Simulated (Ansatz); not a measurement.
Structure types of Ca were relaxed at one common pressure (all-electron LAPW in Ansatz 0.2.0 under PBE, scalar-relativistic, no spin polarisation, zero temperature). They take these volumes:

| type | space group | V (Å³/atom) |
| --- | --- | --- |
| fcc | Fm-3m | 21.53 |
| bcc | Im-3m | 21.29 |
| hcp | P6_3/mmc | 21.22 |
| dhcp | P6_3/mmc | 21.45 |
| beta tin | I4_1/amd | 20.01 |
| R-3m | R-3m | 19.93 |

Question: At about which pressure, and is the densest type also the lowest in enthalpy?

Answer: 32 GPa. The densest is R-3m, and it is 63 meV/atom above bcc: its gain in pV doesn't pay for its higher energy here.
